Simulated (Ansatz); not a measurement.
## BaS: the change of pressure with volume per atom

Periodic Kohn-Sham DFT of a crystal at fixed atoms; pressure and stress are positive in compression; the energy is the free energy less that of spherical unpolarised free atoms; site moments are those in the method's own spheres, positive along +z. The results are calculated, by Ansatz 0.2.0.

Cell of the first row (space group Fm-3m, No. 225):
```
cell vectors (Å)
   0.0000     3.1286     3.1286
   3.1286     0.0000     3.1286
   3.1286     3.1286     0.0000
atoms (fractions of the cell vectors)
Ba  0.00000  0.00000  0.00000
S   0.50000  0.50000  0.50000
```

Settings of every row: method all-electron PAW; functional PBEsol; relativity scalar; k mesh 8x8x8; filling fermi-dirac; smearing width 0.02 eV; nucleus gaussian.

Atom start moment: 0 on all atoms.

Limits: no spin-orbit coupling on heavy atoms.

| row | volume per atom (Å³) | pressure (GPa) |
| --- | --- | --- |
| 1 | 30.622 | 1.793 |
| 2 | 30.948 | ? |
| 3 | 31.273 | 0.698 |
| 4 | 31.925 | -0.279 |
| 5 | 32.251 | -0.727 |
| 6 | 32.576 | -1.151 |
| 7 | 32.902 | -1.552 |
| 8 | 33.228 | -1.931 |
| 9 | 33.879 | -2.627 |
| 10 | 34.205 | -2.946 |
| 11 | 34.531 | -3.248 |

Question: what pressure should row 2 give?

Worked fit of pressure. Take u = (V_r/V)^(2/3) − 1 with V_r = 32.739 Å³ an atom, which is twice the finite (Eulerian) strain; such expansions in the strain, on which the Birch-Murnaghan equation of state is built, carry the rest volume and the bulk modulus. The shown rows have u = 0.04557, 0.03101, 0.01693, 0.01006, 0.00333, -0.00331, -0.00984, -0.02256, -0.02878, -0.0349. Least squares give pressure = −1.3542 + 60.391 × u + 181.71 × u² + 184 × u³ GPa; a parabola predicts inner rows, each left out in turn, worse (root mean square 0.0026 against 0.00081 GPa). The rows lie off it by 0.000, -0.001, 0.000, 0.001, 0.000, 0.000, 0.000, -0.001, 0.000, 0.000. The pressure vanishes at u = 0.0211, or V = 31.73 Å³ an atom, and there the bulk modulus at fixed shape and fractions is B = −V dP/dV = (2/3)(1 + u) dP/du = 46.5 GPa. The withheld row has u = 0.03822, so the fit gives −1.3542 + 60.391 × (0.03822) + 181.71 × (0.03822)² + 184 × (0.03822)³ = 1.230 GPa.

The calculation gave 1.23 GPa. The fit meets it to the printed digit.
